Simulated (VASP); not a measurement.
# K (Fm-3m) in VASP: notebook, part 2 of 2

VASP 6.6.1. The steps go on from the part before.

### Step 5. Single point, PBE

The input, INCAR:

```
SYSTEM = K
ADDGRID = .False. ; ALGO = Normal
EDIFF = 0.001 ; ENCUT = 450
GGA = PE ; ISIF = 2
ISMEAR = 0 ; LASPH = .True.
LCHARG = .False. ; LREAL = .False.
LWAVE = .False. ; NELM = 100
PREC = Accurate ; SIGMA = 0.1
```

The input, KPOINTS:

```
k-points
0
Gamma
  11 11 11
  0 0 0
```

The input, POSCAR:

```
K
1.0
    0.0000000000      3.3918728180      3.3918728180
    3.3918728180      0.0000000000      3.3918728180
    3.3918728180      3.3918728180      0.0000000000
K
1
Direct
    0.0000000000      0.0000000000      0.0000000000
```

Potentials or basis: VASP PAW PBE potentials, release 64 (K_sv).

The run is started by

```sh
> cat potpaw_PBE.64/K_sv/POTCAR > POTCAR
> mpirun -np 1 vasp_std > vasp.out
```

OUTCAR:

```text
SYSTEM = K
   EDIFF = 0.001
   ENCUT = 450
   GGA = PE
   ISIF = 2
   ISMEAR = 0
   LASPH = .True.
   LREAL = .False.
   NELM = 100
   PREC = Accurate

 Found     56 irreducible k-points:

 Following reciprocal coordinates:
            Coordinates               Weight
  0.000000  0.000000  0.000000      1.000000
  0.090909  0.000000  0.000000      8.000000
  0.181818  0.000000  0.000000      8.000000
  0.272727  0.000000  0.000000      8.000000
  0.363636  0.000000  0.000000      8.000000
  0.454545  0.000000  0.000000      8.000000
   k-points           NKPTS =     56   k-points in BZ     NKDIM =     56   number of bands    NBANDS=      8
   number of dos      NEDOS =    301   number of ions     NIONS =      1
   total plane-waves  NPLWV =  46656
   dimension x,y,z NGX =    36 NGY =   36 NGZ =   36
   dimension x,y,z NGXF=    72 NGYF=   72 NGZF=   72
   ions per type =               1
   NGX,Y,Z   is equivalent  to a cutoff of  12.48, 12.48, 12.48 a.u.
   NGXF,Y,Z  is equivalent  to a cutoff of  24.95, 24.95, 24.95 a.u.
 SYSTEM =  K
   PREC   = accura    normal or accurate (medium, high low for compatibility)
   ISTART =      0    job   : 0-new  1-cont  2-samecut
   ICHARG =      2    charge: 1-file 2-atom 10-const
   ISPIN  =      1    spin polarized calculation?
   LNONCOLLINEAR =      F non collinear calculations
   LSORBIT =      F    spin-orbit coupling
   LASPH  =      T    aspherical Exc in radial PAW
   ENCUT  =  450.0 eV  33.07 Ry    5.75 a.u.   8.30  8.30  8.30*2*pi/ulx,y,z
   NELM   =    100;   NELMIN=  2; NELMDL= -5     # of ELM steps
   EDIFF  = 0.1E-02   stopping-criterion for ELM
   LREAL  =      F    real-space projection
   EDIFFG = 0.1E-01   stopping-criterion for IOM
   NSW    =      0    number of steps for IOM
   IBRION =     -1    ionic relax: 0-MD 1-quasi-New 2-CG
   NFREE  =      0    steps in history (QN), initial steepest desc. (CG)
   ISIF   =      2    stress and relaxation
   ISYM   =      2    0-nonsym 1-usesym 2-fastsym
   POTIM  = 0.5000    time-step for ionic-motion
   TEBEG  =    0.0;   TEEND  =   0.0 temperature during run
   PSTRESS=    0.0 pullay stress
   NELECT =       9.0000    total number of electrons
   NUPDOWN=      -1.0000    fix difference up-down
   EMIN   =  10.00;   EMAX   =-10.00  energy-range for DOS
   EFERMI =   0.00;   METHOD = LEGACY
   ISMEAR =     0;   SIGMA  =   0.10  broadening in eV -4-tet -1-fermi 0-gaus
   EFERMI_NEDOS =   21; number of points for ismear=-14 and -15
   IALGO  =     38    algorithm
   IMIX   =      4    mixing-type and parameters
     AMIX     =   0.40;   BMIX     =  1.00
     AMIX_MAG =   1.60;   BMIX_MAG =  1.00
  volume/ion in A,a.u.               =      78.05       526.68
  Fermi-wavevector in a.u.,A,eV,Ry     =   0.796843  1.505815  8.639139  0.634959
  Thomas-Fermi vector in A             =   1.903445
   LORBIT       =      0    0 simple, 1 ext, 2 COOP (PROOUT), +10 PAW based schemes
   GGA     = PE    functional components
   LHFCALC =     F    Hartree Fock is set to
   AEXX    =    0.0000 exact exchange contribution
   IVDW    =     0    specifies the selected vdW correction
   LEPSILON=     F    determine dielectric tensor
   LRPA    =     F    only Hartree local field effects (RPA)
 non-spin polarized calculation
 Gauss-broadening in eV      SIGMA  =   0.10
  energy-cutoff  :      450.00
  volume of cell :       78.05
 maximum number of plane-waves:      1715
 NGX is ok and might be reduce to    36
   NGX = 17   NGY = 17   NGZ = 17

 number of electron       9.0000002 magnetization

 Free energy of the ion-electron system (eV)
  ---------------------------------------------------
  ext. energy  EPLUGINS =         0.00000000
  ---------------------------------------------------
  free energy    TOTEN  =        -1.04580985 eV

  energy without entropy =       -1.04126821  energy(sigma->0) =       -1.04353903

 E-fermi :  -0.1913     XC(G=0):  -5.4752

 val. band max:       -0.2452120185   @ k =  -0.2727   0.2727   0.0000
 cond. band min:      -0.1894835479   @ k =   0.4545   0.0000   0.0000
 fundamental gap:      0.0557284705
 Fermi energy:        -0.1913493910

 k-point     1 :       0.0000    0.0000    0.0000
  band No.  band energies     occupation
      1     -32.2952      2.00000
      2     -15.7575      2.00000
      3     -15.7575      2.00000
      4     -15.7574      2.00000
      5      -2.2882      2.00000
      6       3.9519      0.00000
      7       3.9519      0.00000
      8       3.9521      0.00000

 k-point     2 :       0.0909    0.0000    0.0000
  band No.  band energies     occupation
      1     -32.2950      2.00000
      2     -15.7618      2.00000
      3     -15.7581      2.00000
      4     -15.7581      2.00000
      5      -2.1955      2.00000
      6       3.6803      0.00000
      7       3.9868      0.00000
      8       3.9870      0.00000

 k-point     3 :       0.1818    0.0000    0.0000
  band No.  band energies     occupation
      1     -32.2944      2.00000
      2     -15.7735      2.00000
      3     -15.7597      2.00000
      4     -15.7597      2.00000
      5      -1.9218      2.00000
      6       3.0566      0.00000
      7       4.0355      0.00000
      8       4.0358      0.00000

 k-point     4 :       0.2727    0.0000    0.0000
  band No.  band energies     occupation
      1     -32.2936      2.00000
      2     -15.7886      2.00000
      3     -15.7618      2.00000
      4     -15.7618      2.00000
      5      -1.4798      2.00000
      6       2.2877      0.00000
      7       3.9739      0.00000
      8       3.9744      0.00000

 k-point     5 :       0.3636    0.0000    0.0000
  band No.  band energies     occupation
      1     -32.2929      2.00000
      2     -15.8025      2.00000
      3     -15.7638      2.00000
      4     -15.7638      2.00000
      5      -0.8908      2.00000
      6       1.4602      0.00000
      7       3.8418      0.00000
      8       3.8419      0.00000

 k-point     6 :       0.4545    0.0000    0.0000
  band No.  band energies     occupation
      1     -32.2924      2.00000
      2     -15.8107      2.00000
      3     -15.7650      2.00000
      4     -15.7649      2.00000
      5      -0.1895      0.97895
      6       0.6338      0.00000
      7       3.7531      0.00000
      8       3.7531      0.00000

 [... further k-points ...]
[... 5 lines left out ...]
  --------------------------------------------------------------------------------------
  -------------------------------------------------------------------------------------
  Total       -0.3163803     -0.3163803     -0.3163803      0.0000000     -0.0000000      0.0000000
  in kB       -6.4948840     -6.4948840     -6.4948840      0.0000000     -0.0000000      0.0000000
  external PRESSURE =      -6.4948840 kB  Pullay stress =       0.0000000 kB

 VOLUME and BASIS-vectors are now :
 -----------------------------------------------------------------------------
  energy-cutoff  :      450.00
  volume of cell :       78.05
      direct lattice vectors                 reciprocal lattice vectors
     0.000000000  3.391872818  3.391872818    -0.147411188  0.147411188  0.147411188
     3.391872818  0.000000000  3.391872818     0.147411188 -0.147411188  0.147411188
     3.391872818  3.391872818  0.000000000     0.147411188  0.147411188 -0.147411188

 POSITION                                       TOTAL-FORCE (eV/Angst)
 -----------------------------------------------------------------------------------
      0.00000      0.00000      0.00000        -0.000000      0.000000     -0.000000
 -----------------------------------------------------------------------------------
    total drift:                               -0.000000     -0.000000      0.000000

  FREE ENERGIE OF THE ION-ELECTRON SYSTEM (eV)
  ---------------------------------------------------
  free  energy   TOTEN  =        -1.0458098532 eV

  energy  without entropy=       -1.0412682100  energy(sigma->0) =       -1.04353903
```

stdout:

```text
POSCAR found type information on POSCAR K
 POSCAR found :  1 types and       1 ions
 scaLAPACK will be used
 LDA part: xc-table for (Slater+PW92), standard interpolation
 POSCAR, INCAR and KPOINTS ok, starting setup
 FFT: planning ... GRIDC
 FFT: planning ... GRID_SOFT
 FFT: planning ... GRID
 WAVECAR not read
 entering main loop
```

It took 12 s on 1 thread of Intel Xeon Platinum 8488C (Sapphire Rapids), shared host; peak memory 0.2 GiB.

The run converged, but some of its settings lie outside the range that counts as converged, so its numbers aren't taken as properties of the crystal.

What came out:

| Property | Result |
| --- | --- |
| Free energy | -1.0458 eV |
| Pressure | -0.6 GPa |
| Band gap on the k mesh | none (metal or under the smearing width) |
